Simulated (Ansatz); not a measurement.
# La (Im-3m) in Ansatz: notebook, part 2 of 2

Ansatz 0.2.0. Earlier steps stand in the parts before.

### Step 5. Density of states, PBEsol+D3(BJ)+ATM, spin-orbit coupling, no magnetisation

Contents of run.py:

```python
import json

import ase.io
import numpy as np

import ansatz as az

atoms = ase.io.read("La.cif")
atoms.info.pop("occupancy", None)

calculation = (
    az.Crystal.from_ase(atoms)
    .calculation()
    .kpoints(6, 6, 6)
    .functional("pbesol", dispersion="d3bjatm")
    .pseudopotentials(kind="nc_fr", accuracy="standard")
    .spin("noncollinear", soc=True)
    .scf(extra_bands=6)
    .occupations(method="cold", width=0.05)
    .density_of_states(energy_step=0.05, projected=False, nscf_kmesh=(9, 9, 9))
    .forces()
    .stress()
    .band_table(publish=True)
)
outcome = calculation.run(threads=2, events_out="events.jsonl")

report = outcome.report
for line in open("events.jsonl"):
    event = json.loads(line)
    if event["event"] == "scf_iter":
        d = event["data"]
        print(f"SCF {d['iter']:3d}  HF = {d['harris_foulkes_ev']:.6f} eV  dr2 = {d['dr2_ev']:.2e} eV")
    elif event["event"] in ("relax_step", "md_step"):
        d = event["data"]
        print(f"{event['event']} {d['step']:3d}  E = {d['lagrangian_ev']:.6f} eV")
np.set_printoptions(precision=5, suppress=True, linewidth=110)
print("converged:", report["converged"], "after", report["n_iterations"], "iterations")
print(f"free energy {report['free_energy_ev']:.6f} eV, Fermi level {report['fermi_energy_ev']:.4f} eV")
for key in ("band_edges_ev", "magnetization_mub", "site_moments_mub", "site_moments_nc_mub", "forces_ev_ang",
                "stress_gpa"):
    if report.get(key) is not None:
        print(key, np.array(report[key]), sep="\n")
```

Contents of La.cif:

```cif
data_La
_cell_length_a 3.67858332
_cell_length_b 3.67858332
_cell_length_c 3.67858332
_cell_angle_alpha 109.47122063
_cell_angle_beta 109.47122063
_cell_angle_gamma 109.47122063
_space_group_name_H-M_alt 'P1'
_space_group_name_Hall 'P 1'
_space_group_IT_number 1
loop_
_space_group_symop_operation_xyz
'x,y,z'
loop_
_atom_site_label
_atom_site_type_symbol
_atom_site_symmetry_multiplicity
_atom_site_Wyckoff_symbol
_atom_site_fract_x
_atom_site_fract_y
_atom_site_fract_z
_atom_site_occupancy
La1 La 1 a 0.0000000000 0.0000000000 0.0000000000 1
```

Potentials or basis: PseudoDojo standard.

On the command line:

```console
python run.py
```

Log:

```text
DeckWarning: basis.ecutwfc = 1496.626244 eV, auto-derived from the records' recommended cutoffs: set by La (normal level)
PlacementWarning: RAYON_NUM_THREADS=2 ignored (pool sized by the plan → 2); use plan(threads=…)
SCF   1  HF = -956.231599 eV  dr2 = 2.01e-02 eV
SCF   2  HF = -956.250908 eV  dr2 = 9.34e-03 eV
SCF   3  HF = -956.248501 eV  dr2 = 3.34e-04 eV
SCF   4  HF = -956.248932 eV  dr2 = 2.24e-05 eV
SCF   5  HF = -956.248916 eV  dr2 = 3.22e-06 eV
SCF   6  HF = -956.248916 eV  dr2 = 2.40e-07 eV
SCF   7  HF = -956.248916 eV  dr2 = 3.19e-09 eV
converged: True after 7 iterations
free energy -956.248916 eV, Fermi level 10.6571 eV
magnetization_mub
0.0
site_moments_nc_mub
[[0. 0. 0.]]
forces_ev_ang
[[ 0. -0. -0.]]
stress_gpa
[[-3.58495  0.       0.     ]
 [ 0.      -3.58495  0.     ]
 [ 0.       0.      -3.58495]]
```

dos.tsv:

```text
# E-E_F[eV]	g_bin_mean(E)[states/eV]	N(E)
# format = ansatz-dos/2
# fermi_ev = 10.657608
# fermi_mp_grid = 9 9 9
# fermi_mp_shift = 0 0 0
# nscf_kmesh_grid = 9 9 9
# nscf_kmesh_shift = 0 0 0
# levels_connected = by_index
# tetrahedron_fermi_ev = 10.669012
# g_bin_mean(E): the states in a bin one row spacing wide, centred on E, divided by that spacing. States that the method places at a single energy (under output.dos.method: tetrahedron, those of a tetrahedron whose four corners have one energy) are counted whole in the row whose bin holds that energy (on the edge of two bins, in the lower row). The sum of g_bin_mean over a run of rows, times the row spacing, is the number of states from half a spacing under the first of them to half a spacing over the last (a plain sum, not the trapezoid rule).
-33.374475	0.000000e0	0.000000e0
-33.324475	0.000000e0	0.000000e0
-33.274475	0.000000e0	0.000000e0
-33.224475	0.000000e0	0.000000e0
-33.174475	0.000000e0	0.000000e0
-33.124475	0.000000e0	0.000000e0
[... 705 lines left out ...]
2.175525	0.000000e0	1.700000e1
2.225525	0.000000e0	1.700000e1
```

engine_input.yaml:

```text
crystal:
  lattice:
    - [3.67858332, 0.0, 0.0]
    - [-1.2261944397281719, 3.4682016144050705, 0.0]
    - [-1.2261944397281719, -1.7341008066259005, 3.003550703853913]
  atoms:
    - { symbol: La, position: [0.0, 0.0, 0.0] }
kpoints:
  mp_grid:
    grid: [6, 6, 6]
hamiltonian:
  xc: pbesol
  dispersion: d3bjatm
  pseudopotentials:
    kind: nc_fr
    accuracy: standard
magnetization:
  noncollinear: true
  spin_orbit: true
scf:
  n_extra_bands: 6
  occupations:
    method: cold
    width: 0.05
output:
  dos:
    de: 0.05
    projected: false
    nscf_kmesh:
      grid: [9, 9, 9]
  forces: true
  stress: true
  eigenvalues: true
```

Run time: 31 s. Hardware: 2 threads of AMD EPYC 7R43 (Zen 3), shared host; peak memory 0.75 GiB.

Results:

```yaml
Free_energy: -956.2489 eV
Pressure: -3.6 GPa
Band_gap_on_the_k_mesh: none (metal or under the smearing width)
Density_of_states_at_the_Fermi_level: 5.25 states/eV per cell
```

Levels at points of the mesh, in eV from the Fermi level:
```csv
k point,band 8,band 9,band 10,band 11,band 12,band 13,band 14,band 15
"(0.00, 0.00, 0.00)",-15.09,-3.24,-3.24,1.35,1.35,1.40,1.40,1.40
"(0.00, 0.00, -0.50)",-15.28,-1.76,-1.76,-0.16,-0.16,1.38,1.38,1.46
"(-0.50, -0.50, -0.50)",-16.03,-1.77,-1.77,-1.77,-1.77,1.50,1.50,1.61
```

States per cell in windows of 1 eV (zero at the Fermi level; states under -8 eV left out):
| from (eV) | total |
| --- | --- |
| -8.0 | 0.00 |
| -7.0 | 0.00 |
| -6.0 | 0.00 |
| -5.0 | 0.00 |
| -4.0 | 0.00 |
| -3.0 | 0.11 |
| -2.0 | 1.07 |
| -1.0 | 1.47 |
| 0.0 | 2.80 |
| 1.0 | 3.55 |
| 2.0 | 0.00 |
| 3.0 | 0.00 |
| 4.0 | 0.00 |
| 5.0 | 0.00 |
| 6.0 | 0.00 |
| 7.0 | 0.00 |

Caveat: pairwise dispersion overbinds metals, which lowers pressure and volume.

### Step 6. Projected density of states, PBE+D4+U

Changes to run.py since step 5:

```diff
@@ -7,4 +7,3 @@
 
-atoms = ase.io.read("La.cif")
-atoms.info.pop("occupancy", None)
+atoms = ase.io.read("POSCAR", format="vasp")
 
@@ -13,9 +12,14 @@
     .calculation()
-    .kpoints(6, 6, 6)
-    .functional("pbesol", dispersion="d3bjatm")
-    .pseudopotentials(kind="nc_fr", accuracy="standard")
-    .spin("noncollinear", soc=True)
+    .kpoints(9, 9, 9)
+    .functional("pbe", dispersion="d4")
+    .pseudopotentials(kind="paw", source="jth")
+    .hubbard(projectors="atomic")
+    .hubbard("La", "f", u_eff=8.0)
     .scf(extra_bands=6)
-    .occupations(method="cold", width=0.05)
-    .density_of_states(energy_step=0.05, projected=False, nscf_kmesh=(9, 9, 9))
+    .occupations(method="gaussian", width=0.15)
+    .density()
+    .potential()
+    .output_files(volumetric_format="npy")
+    .electron_localization_function()
+    .density_of_states(energy_step=0.05, projected=True, nscf_kmesh=(14, 14, 14))
     .forces()
@@ -39,3 +43,3 @@
 for key in ("band_edges_ev", "magnetization_mub", "site_moments_mub", "site_moments_nc_mub", "forces_ev_ang",
-                "stress_gpa"):
+                "stress_gpa", "kpoints_frac", "eigenvalues_ev"):
     if report.get(key) is not None:
```

Contents of POSCAR:

```
La
1.0
   -2.1238310710      2.1238310710      2.1238310710
    2.1238310710     -2.1238310710      2.1238310710
    2.1238310710      2.1238310710     -2.1238310710
La
1
Direct
    0.0000000000      0.0000000000      0.0000000000
```

Potentials or basis: JTH PAW.

On the command line:

```console
python run.py
```

It took 6.4 s on 2 threads of AMD EPYC 7R43 (Zen 3), shared host; peak memory 0.57 GiB.

The run converged. Its results:

* Free energy: -6234.3144 eV
* Pressure: 1.2 GPa
* Band gap on the k mesh: none (metal or under the smearing width)
* Density of states at the Fermi level: 3.67 states/eV per cell

Levels at points of the mesh, in eV from the Fermi level:
| k point | band 3 | band 4 | band 5 | band 6 | band 7 | band 8 |
| --- | --- | --- | --- | --- | --- | --- |
| (0.00, 0.00, 0.00) | -16.19 | -16.19 | -3.36 | 1.30 | 1.30 | 1.30 |

States per cell in windows of 0.5 eV (zero at the Fermi level; states under -8 eV left out):
```csv
from (eV),total,La 5d,La 4f,La 6s,La 5p,La 5s
-8.0,0.00,0.00,0.00,0.00,0.00,0.00
-7.5,0.00,0.00,0.00,0.00,0.00,0.00
-7.0,0.00,0.00,0.00,0.00,0.00,0.00
-6.5,0.00,0.00,0.00,0.00,0.00,0.00
-6.0,0.00,0.00,0.00,0.00,0.00,0.00
-5.5,0.00,0.00,0.00,0.00,0.00,0.00
-5.0,0.00,0.00,0.00,0.00,0.00,0.00
-4.5,0.00,0.00,0.00,0.00,0.00,0.00
-4.0,0.00,0.00,0.00,0.00,0.00,0.00
-3.5,0.01,0.00,0.00,0.01,0.00,0.00
-3.0,0.05,0.00,0.00,0.04,0.00,0.00
-2.5,0.09,0.01,0.00,0.07,0.00,0.01
-2.0,0.42,0.24,0.00,0.15,0.01,0.01
-1.5,0.83,0.62,0.00,0.17,0.02,0.01
-1.0,0.74,0.62,0.00,0.09,0.02,0.00
-0.5,0.78,0.75,0.00,0.01,0.01,0.00
0.0,0.97,0.91,0.01,0.02,0.02,0.00
0.5,1.11,0.93,0.01,0.11,0.03,0.00
1.0,0.63,0.51,0.01,0.07,0.01,0.00
1.5,0.31,0.23,0.01,0.03,0.01,0.00
2.0,0.46,0.39,0.02,0.02,0.00,0.00
2.5,0.64,0.58,0.04,0.01,0.00,0.00
3.0,0.76,0.68,0.05,0.01,0.00,0.00
3.5,0.80,0.72,0.05,0.01,0.00,0.00
4.0,1.38,1.15,0.13,0.08,0.00,0.00
4.5,0.69,0.32,0.23,0.10,0.00,0.00
5.0,3.65,0.16,3.35,0.06,0.00,0.00
5.5,1.69,0.09,1.59,0.01,0.00,0.00
6.0,0.00,0.00,0.00,0.00,0.00,0.00
6.5,0.00,0.00,0.00,0.00,0.00,0.00
7.0,0.00,0.00,0.00,0.00,0.00,0.00
7.5,0.00,0.00,0.00,0.00,0.00,0.00
```

Eigenvalues of the final occupation matrices:
```tsv
site	spin	trace	eigenvalues
site 1	1	0.02	0.00 0.00 0.00 0.00 0.00 0.00 0.00
```

Caveat: the magnetic or orbital state may not be the lowest; U without spin polarisation on a metal has little footing; pairwise dispersion overbinds metals, which lowers pressure and volume; the U is typed as a test and isn't derived for this compound.

### Step 7. Summary

```csv
task,level,potentials or basis,spin,U,cell,k mesh,cutoff (eV),smearing,driver,q mesh,points for each segment of the path,hubbard projectors,double counting,other keys,gap on the mesh (eV),pressure (GPa)
density of states,r2SCAN,SSSP precision PAW,off,-,as given,9 × 9 × 9,544,cold 0.025 eV,chain,-,-,-,-,-,none,-0.2
density of states,r2SCAN,SSSP precision PAW,off,-,as given,9 × 9 × 9,544,cold 0.025 eV,-,-,-,-,-,-,none,-0.2
phonons,PBE,SSSP efficiency PAW,off,-,volume scaled by 1.08,8 × 8 × 8,544,fermi-dirac 0.05 eV,chain,4 × 4 × 4,8,-,-,hamiltonian.xc = pbe,none,-
density of states,PBEsol+D3(BJ)+ATM,PseudoDojo standard,"SOC, no magnetisation",-,as given,6 × 6 × 6,1497,cold 0.05 eV,chain,-,-,-,-,-,none,-3.6
projected density of states,PBE+D4+U,JTH PAW,off,La f U = 8 eV,as given,9 × 9 × 9,840,gaussian 0.15 eV,chain,-,-,atomic,fll (the default),-,none,1.2
```

Caveats: the magnetic or orbital state may not be the lowest (some runs); pairwise dispersion overbinds metals, which lowers pressure and volume (some runs); the PAW data sets were made with another functional, which shifts forces and pressure a little (some runs); some modes are imaginary (some runs); U without spin polarisation on a metal has little footing (some runs); the U is typed as a test and isn't derived for this compound (some runs).

Absolute energies hang on the potentials; compare differences alone.
